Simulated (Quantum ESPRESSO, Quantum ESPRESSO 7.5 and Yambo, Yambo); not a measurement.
**AgBr (Fm-3m): G0W0 with Yambo, start to end**

How does a plane-wave GW calculation on AgBr (Fm-3m) run from the first input to the gap?

Main program and level: Quantum ESPRESSO 7.5 and Yambo 5.3.0; PBE and many-body steps on it, plane waves.

The database entry behind the starting cell differs from later determinations by our own check (about 0.6 % short of the room-temperature cell), so it need not match the best structure at ambient conditions.

### Step 1. The structure

Symmetry: Fm-3m, No. 225, cubic system. Conventional cell: a = 5.740 Å, b = 5.740 Å, c = 5.740 Å, α = 90.00°, β = 90.00°, γ = 90.00°. Nearest to Ag lie 6 Br at 2.87 Å. Br has 6 Ag at 2.87 Å nearest. Farther neighbours and most contacts between anions are not listed.

The cell and positions come from the Crystallography Open Database and are kept as given unless a step says otherwise.

### Step 2. Ground state

This step: Quantum ESPRESSO 7.5; DFT, PBE, plane waves, norm-conserving pseudopotentials.

The ground-state density comes first.

Contents of pw.in:

```
&control
  calculation = 'scf'
  prefix = 'x'
  outdir = 'o'
  pseudo_dir = 'pseudo'
/
&system
  ibrav = 0
  nat = 2
  ntyp = 2
  ecutwfc = 76.0
  nbnd = 23
  force_symmorphic = .true.
/
&electrons
  conv_thr = 1e-10
  electron_maxstep = 80
  mixing_beta = 0.5
/
ATOMIC_SPECIES
  Ag 107.87 Ag.upf
  Br 79.904 Br.upf
CELL_PARAMETERS angstrom
  -0.0000000000 2.8701500000 2.8701500000
  2.8701500000 0.0000000000 2.8701500000
  2.8701500000 2.8701500000 0.0000000000
ATOMIC_POSITIONS crystal
  Ag 0.0000000000 0.0000000000 0.0000000000
  Br 0.5000000000 0.5000000000 0.5000000000
K_POINTS automatic
  6 6 6 0 0 0
```

Launch:

```console
OMP_NUM_THREADS=1 mpirun -n 4 pw.x -nk 4 -in pw.in > pw.out
```

Log:

```text
Program PWSCF v.7.5 starts

     This program is part of the open-source Quantum ESPRESSO suite
     for quantum simulation of materials; please cite
         "P. Giannozzi et al., J. Phys.:Condens. Matter 21 395502 (2009);
         "P. Giannozzi et al., J. Phys.:Condens. Matter 29 465901 (2017);
         "P. Giannozzi et al., J. Chem. Phys. 152 154105 (2020);
     in publications or presentations arising from this work. More details at
     Message from routine setup:
     using ibrav=0 with symmetry is DISCOURAGED, use correct ibrav instead

     G-vector sticks info

     bravais-lattice index     =            0
     lattice parameter (alat)  =       7.6704  a.u.
     unit-cell volume          =     319.1100 (a.u.)^3
     number of atoms/cell      =            2
     number of atomic types    =            2
     number of electrons       =        36.00
     number of Kohn-Sham states=           23
     kinetic-energy cutoff     =      76.0000  Ry
     charge density cutoff     =     304.0000  Ry
     scf convergence threshold =      1.0E-10
     mixing beta               =       0.5000
     number of iterations used =            8  plain     mixing
     Exchange-correlation= PBE
                           (   1   4   3   4   0   0   0)

     celldm(1)=   7.670408  celldm(2)=   0.000000  celldm(3)=   0.000000
     celldm(4)=   0.000000  celldm(5)=   0.000000  celldm(6)=   0.000000

     crystal axes: (cart. coord. in units of alat)
               a(1) = (  -0.000000   0.707107   0.707107 )
               a(2) = (   0.707107   0.000000   0.707107 )
               a(3) = (   0.707107   0.707107   0.000000 )

     reciprocal axes: (cart. coord. in units 2 pi/alat)
               b(1) = ( -0.707107  0.707107  0.707107 )
               b(2) = (  0.707107 -0.707107  0.707107 )
               b(3) = (  0.707107  0.707107 -0.707107 )
     Pseudo is Norm-conserving + core correction, Zval = 19.0
     Generated using ONCVPSP code by D. R. Hamann
     Using radial grid of 1538 points,  6 beta functions with:
     Pseudo is Norm-conserving + core correction, Zval = 17.0
     Generated using ONCVPSP code by D. R. Hamann
     Using radial grid of 1098 points,  6 beta functions with:
     Ag               19.00   107.87000     Ag( 1.00)
     Br               17.00    79.90400     Br( 1.00)

     48 Sym. Ops., with inversion, found

   Cartesian axes

     site n.     atom                  positions (alat units)
         1        Ag     tau(   1) = (   0.0000000   0.0000000   0.0000000  )
         2        Br     tau(   2) = (   0.7071068   0.7071068   0.7071068  )

     number of k points=    16
                       cart. coord. in units 2pi/alat
        k(    1) = (   0.0000000   0.0000000   0.0000000), wk =   0.0092593
        k(    2) = (   0.1178511   0.1178511  -0.1178511), wk =   0.0740741
        k(    3) = (   0.2357023   0.2357023  -0.2357023), wk =   0.0740741
        k(    4) = (  -0.3535534  -0.3535534   0.3535534), wk =   0.0370370
        k(    5) = (   0.2357023   0.0000000  -0.0000000), wk =   0.0555556
        k(    6) = (   0.3535534   0.1178511  -0.1178511), wk =   0.2222222
        k(    7) = (  -0.2357023  -0.4714045   0.4714045), wk =   0.2222222
        k(    8) = (  -0.1178511  -0.3535534   0.3535534), wk =   0.2222222
        k(    9) = (   0.0000000  -0.2357023   0.2357023), wk =   0.1111111
        k(   10) = (   0.4714045   0.0000000  -0.0000000), wk =   0.0555556
     [... 4 further rows ...]
        k(   15) = (  -0.1178511  -0.3535534   0.5892557), wk =   0.2222222
        k(   16) = (  -0.7071068   0.2357023   0.0000000), wk =   0.1111111

     Dense  grid:    28571 G-vectors     FFT dimensions: (  45,  45,  45)

     Initial potential from superposition of free atoms

     starting charge      35.9995, renormalised to      36.0000
     Starting wfcs are   19 randomized atomic wfcs +    4 random wfcs

     per-process dynamical memory:    25.0 Mb

     Self-consistent Calculation

     iteration #  1     ecut=    76.00 Ry     beta= 0.50

     Threshold (ethr) on eigenvalues was too large:
     Diagonalizing with lowered threshold

     total energy              =    -580.82680098 Ry
     estimated scf accuracy    <       0.02615972 Ry

     iteration #  2     ecut=    76.00 Ry     beta= 0.50

     total energy              =    -580.83395694 Ry
     estimated scf accuracy    <       0.00490549 Ry

     iteration #  3     ecut=    76.00 Ry     beta= 0.50

     total energy              =    -580.83484537 Ry
     estimated scf accuracy    <       0.00030269 Ry

     iteration #  4     ecut=    76.00 Ry     beta= 0.50

     total energy              =    -580.83487741 Ry
     estimated scf accuracy    <       0.00002288 Ry

     iteration #  5     ecut=    76.00 Ry     beta= 0.50

     total energy              =    -580.83487989 Ry
     estimated scf accuracy    <       0.00000155 Ry

     iteration #  6     ecut=    76.00 Ry     beta= 0.50

     total energy              =    -580.83488009 Ry
     estimated scf accuracy    <       0.00000002 Ry

     iteration #  7     ecut=    76.00 Ry     beta= 0.50

     total energy              =    -580.83488009 Ry
     estimated scf accuracy    <          2.1E-09 Ry

     iteration #  8     ecut=    76.00 Ry     beta= 0.50

     total energy              =    -580.83488010 Ry
     estimated scf accuracy    <          4.3E-10 Ry

     iteration #  9     ecut=    76.00 Ry     beta= 0.50

     End of self-consistent calculation

          k = 0.0000 0.0000 0.0000 (  3527 PWs)   bands (ev):

   -80.4270 -50.9589 -50.9589 -50.9585 -50.9585 -50.9585 -43.9487 -43.9487
   -43.9487  -5.3666   6.9216   6.9216   6.9216   6.9227   6.9227   7.7856
     7.7856   7.7856  10.3900  19.6462  19.6462  19.6462  20.8980

          k = 0.1179 0.1179-0.1179 (  3593 PWs)   bands (ev):

   -80.4272 -50.9590 -50.9590 -50.9585 -50.9585 -50.9585 -43.9491 -43.9488
   -43.9488  -5.2618   6.2563   6.3391   6.3391   6.9953   6.9953   7.3900
     8.4883   8.4883  11.7010  17.7741  18.8737  18.8737  20.6941

          k = 0.2357 0.2357-0.2357 (  3561 PWs)   bands (ev):

   -80.4270 -50.9590 -50.9590 -50.9585 -50.9585 -50.9585 -43.9499 -43.9489
   -43.9489  -5.0376   4.9735   5.7538   5.7538   7.1486   7.1486   7.4761
     9.3457   9.3457  13.2167  16.3783  17.1865  17.1865  21.0683

          k =-0.3536-0.3536 0.3536 (  3582 PWs)   bands (ev):

     [... further k-points ...]

     highest occupied, lowest unoccupied level (ev):     9.7176   10.3900

!    total energy              =    -580.83488010 Ry
     estimated scf accuracy    <          1.4E-11 Ry

     The total energy is the sum of the following terms:
     one-electron contribution =    -313.98120561 Ry
     hartree contribution      =     163.67628715 Ry
     xc contribution           =     -90.90372791 Ry
     ewald contribution        =    -339.62623373 Ry

     convergence has been achieved in   9 iterations

     XML data file, charge density, pseudopotentials, collected wavefunctions

=------------------------------------------------------------------------------=
   JOB DONE.
=------------------------------------------------------------------------------=
```

Wall time 7 s (4 MPI ranks of Arm Neoverse V1, shared host); peak memory 0.28 GiB.

This step gave:

| Property | Result |
| --- | --- |
| total energy | -7902.6611 eV |
| gap | 0.6724 eV |
| k of the valence top | 0, 0, -0.5 |
| k of the conduction bottom | 0, 0, 0 |
| least direct gap | 2.604 eV |

The gap is indirect, with the least direct gap 1.93 eV higher.

### Step 3. Bands along the symmetry lines

Levels along a band path, at the cheap level, show where the edges lie and whether the meshes to come will hold them.

Contents of pw.in:

```
&control
  calculation = 'bands'
  prefix = 'x'
  outdir = 'o'
  pseudo_dir = 'pseudo'
/
&system
  ibrav = 0
  nat = 2
  ntyp = 2
  ecutwfc = 76.0
  nbnd = 24
  force_symmorphic = .true.
/
&electrons
  conv_thr = 1e-9
  electron_maxstep = 80
  diago_full_acc = .true.
  diago_thr_init = 5e-6
/
ATOMIC_SPECIES
  Ag 107.87 Ag.upf
  Br 79.904 Br.upf
CELL_PARAMETERS angstrom
  -0.0000000000 2.8701500000 2.8701500000
  2.8701500000 0.0000000000 2.8701500000
  2.8701500000 2.8701500000 0.0000000000
ATOMIC_POSITIONS crystal
  Ag 0.0000000000 0.0000000000 0.0000000000
  Br 0.5000000000 0.5000000000 0.5000000000
K_POINTS crystal
  50
  0.00000000 0.00000000 0.00000000 1
  0.06250000 0.00000000 0.06250000 1
  0.12500000 0.00000000 0.12500000 1
  0.18750000 0.00000000 0.18750000 1
  0.25000000 0.00000000 0.25000000 1
  0.31250000 0.00000000 0.31250000 1
  0.37500000 0.00000000 0.37500000 1
  0.43750000 0.00000000 0.43750000 1
  0.50000000 0.00000000 0.50000000 1
  0.51562500 0.03125000 0.51562500 1
  0.53125000 0.06250000 0.53125000 1
  0.54687500 0.09375000 0.54687500 1
  0.56250000 0.12500000 0.56250000 1
  0.57812500 0.15625000 0.57812500 1
  0.59375000 0.18750000 0.59375000 1
  0.60937500 0.21875000 0.60937500 1
  0.62500000 0.25000000 0.62500000 1
  0.37500000 0.37500000 0.75000000 1
  0.32812500 0.32812500 0.65625000 1
  0.28125000 0.28125000 0.56250000 1
  0.23437500 0.23437500 0.46875000 1
  0.18750000 0.18750000 0.37500000 1
  0.14062500 0.14062500 0.28125000 1
  0.09375000 0.09375000 0.18750000 1
  0.04687500 0.04687500 0.09375000 1
  0.00000000 0.00000000 0.00000000 1
  0.06250000 0.06250000 0.06250000 1
  0.12500000 0.12500000 0.12500000 1
  0.18750000 0.18750000 0.18750000 1
  0.25000000 0.25000000 0.25000000 1
  0.31250000 0.31250000 0.31250000 1
  0.37500000 0.37500000 0.37500000 1
  0.43750000 0.43750000 0.43750000 1
  0.50000000 0.50000000 0.50000000 1
  0.50000000 0.46875000 0.53125000 1
  0.50000000 0.43750000 0.56250000 1
  0.50000000 0.40625000 0.59375000 1
  0.50000000 0.37500000 0.62500000 1
  0.50000000 0.34375000 0.65625000 1
  0.50000000 0.31250000 0.68750000 1
  0.50000000 0.28125000 0.71875000 1
  0.50000000 0.25000000 0.75000000 1
  0.50000000 0.21875000 0.71875000 1
  0.50000000 0.18750000 0.68750000 1
  0.50000000 0.15625000 0.65625000 1
  0.50000000 0.12500000 0.62500000 1
  0.50000000 0.09375000 0.59375000 1
  0.50000000 0.06250000 0.56250000 1
  0.50000000 0.03125000 0.53125000 1
  0.50000000 0.00000000 0.50000000 1
```

Log:

```text
[banner, memory and clock lines left out]
Program PWSCF v.7.5 starts

     Atomic positions and unit cell read from directory:
     o/x.save/

     Message from routine setup:
     using ibrav=0 with symmetry is DISCOURAGED, use correct ibrav instead

     G-vector sticks info

     bravais-lattice index     =            0
     lattice parameter (alat)  =       7.6704  a.u.
     unit-cell volume          =     319.1100 (a.u.)^3
     number of atoms/cell      =            2
     number of atomic types    =            2
     number of electrons       =        36.00
     number of Kohn-Sham states=           24
     kinetic-energy cutoff     =      76.0000  Ry
     charge density cutoff     =     304.0000  Ry
     Exchange-correlation= PBE
                           (   1   4   3   4   0   0   0)

     celldm(1)=   7.670408  celldm(2)=   0.000000  celldm(3)=   0.000000
     celldm(4)=   0.000000  celldm(5)=   0.000000  celldm(6)=   0.000000

     crystal axes: (cart. coord. in units of alat)
               a(1) = (  -0.000000   0.707107   0.707107 )
               a(2) = (   0.707107   0.000000   0.707107 )
               a(3) = (   0.707107   0.707107   0.000000 )

     reciprocal axes: (cart. coord. in units 2 pi/alat)
               b(1) = ( -0.707107  0.707107  0.707107 )
               b(2) = (  0.707107 -0.707107  0.707107 )
               b(3) = (  0.707107  0.707107 -0.707107 )
     Pseudo is Norm-conserving + core correction, Zval = 19.0
     Generated using ONCVPSP code by D. R. Hamann
     Using radial grid of 1538 points,  6 beta functions with:
     Pseudo is Norm-conserving + core correction, Zval = 17.0
     Generated using ONCVPSP code by D. R. Hamann
     Using radial grid of 1098 points,  6 beta functions with:
     Ag               19.00   107.87000     Ag( 1.00)
     Br               17.00    79.90400     Br( 1.00)

     48 Sym. Ops., with inversion, found

   Cartesian axes

     site n.     atom                  positions (alat units)
         1        Ag     tau(   1) = (   0.0000000   0.0000000   0.0000000  )
         2        Br     tau(   2) = (   0.7071068   0.7071068   0.7071068  )

     number of k points=    50
                       cart. coord. in units 2pi/alat
        k(    1) = (   0.0000000   0.0000000   0.0000000), wk =   0.0400000
        k(    2) = (   0.0000000   0.0883883   0.0000000), wk =   0.0400000
        k(    3) = (   0.0000000   0.1767767   0.0000000), wk =   0.0400000
[...]
[... 38 further rows ...]
        k(   49) = (   0.0441942   0.7071068   0.0000000), wk =   0.0400000
        k(   50) = (   0.0000000   0.7071068   0.0000000), wk =   0.0400000

     Dense  grid:    28571 G-vectors     FFT dimensions: (  45,  45,  45)

     The potential is recalculated from file :
     o/x.save/charge-density

     Starting wfcs are   19 randomized atomic wfcs +    5 random wfcs

     Band Structure Calculation

     End of band structure calculation

          k = 0.0000 0.0000 0.0000 (  3527 PWs)   bands (ev):

   -80.4270 -50.9589 -50.9589 -50.9585 -50.9585 -50.9585 -43.9487 -43.9487
   -43.9487  -5.3666   6.9216   6.9216   6.9216   6.9226   6.9226   7.7856
     7.7856   7.7856  10.3900  19.6462  19.6462  19.6462  20.8980  21.5270

          k = 0.0000 0.0884 0.0000 (  3587 PWs)   bands (ev):

[...]
k = 0.0000 0.1768 0.0000 (  3591 PWs)   bands (ev):

[...]
k =-0.0000 0.2652 0.0000 (  3583 PWs)   bands (ev):

[...]
k = 0.0000 0.4419-0.0000 (  3559 PWs)   bands (ev):

[...]
k =-0.0000 0.5303 0.0000 (  3547 PWs)   bands (ev):

[...]
k = 0.0000 0.6187-0.0000 (  3559 PWs)   bands (ev):

[...]
k = 0.4640 0.4640-0.0000 (  3578 PWs)   bands (ev):

[...]
k = 0.3315 0.3315-0.0000 (  3561 PWs)   bands (ev):

[...]
k = 0.3094 0.7071-0.0000 (  3576 PWs)   bands (ev):

[...]
k = 0.2210 0.7071-0.0000 (  3576 PWs)   bands (ev):

[...]
k = 0.1768 0.7071-0.0000 (  3560 PWs)   bands (ev):

[...]
k = 0.0442 0.7071 0.0000 (  3558 PWs)   bands (ev):

[...]
k = 0.0000 0.7071 0.0000 (  3572 PWs)   bands (ev):

[...]
-43.9494  -4.8887   5.4380   6.6483   6.8811   6.8811   7.0829   7.3319
     7.3319   7.4335  11.3211  16.7790  18.7866  20.7737  20.7737  24.6711

     XML data file, pseudopotentials, collected wavefunctions
```

It took 5.4 s on 4 MPI ranks; peak memory 0.23 GiB.

This step gave:

| Item | Value |
| --- | --- |
| gap | 0.6724 eV |
| k of the valence top | 0.5, 0.5, 0.5 |
| k of the conduction bottom | 0, 0, 0 |
| least direct gap | 2.604 eV |

The gap is 0.672 eV, as in the run before at this level.

The electronic bands at the labelled points (eV, zero at the top of the highest filled band):

```csv
point,band 15,band 16,band 17,band 18,band 19,band 20,band 21,band 22
Γ,-2.79,-1.93,-1.93,-1.93,0.67,9.93,9.93,9.93
halfway,-2.72,-1.86,-1.86,-1.64,3.28,6.69,7.83,9.50
X,-2.63,-2.39,-2.39,-2.28,1.60,7.06,9.07,11.06
halfway,-2.40,-2.34,-2.13,-1.99,2.02,7.07,8.81,10.41
U,-2.44,-2.22,-2.02,-1.21,2.97,6.84,8.24,9.19
jump to K,-2.44,-2.22,-2.02,-1.21,2.97,6.84,8.24,9.19
halfway,-2.56,-2.06,-1.79,-0.21,3.79,6.49,7.48,7.82
Γ,-2.79,-1.93,-1.93,-1.93,0.67,9.93,9.93,9.93
halfway,-2.65,-2.31,-0.77,-0.77,2.88,7.17,8.24,8.24
L,-2.49,-2.15,0.00,0.00,3.74,6.59,6.77,6.77
halfway,-2.48,-2.20,-1.20,-0.61,4.50,5.25,7.84,7.93
W,-2.37,-2.29,-2.29,-1.53,3.79,7.15,7.68,7.68
halfway,-2.39,-2.38,-2.33,-1.77,2.46,7.16,8.58,9.12
X,-2.63,-2.39,-2.39,-2.28,1.60,7.06,9.07,11.06
```

(Continued in part 2 of 3.)

[Paths, hosts, dates, memory and timing lines, banners, echoed tables and standing remarks are left out of the program output.]

[Logs are printed without paths, hosts, clocks, repeated set-up lines and the standing remarks that a program may print on its own settings, such as how far it seeks lower states.]

[Runs of the session that timed out or met a known fault of the program may be left out.]

[Hosts, paths, dates, database ids (printed as entryN), source tags and the programs' standing remarks are cut or masked in the printed files.]
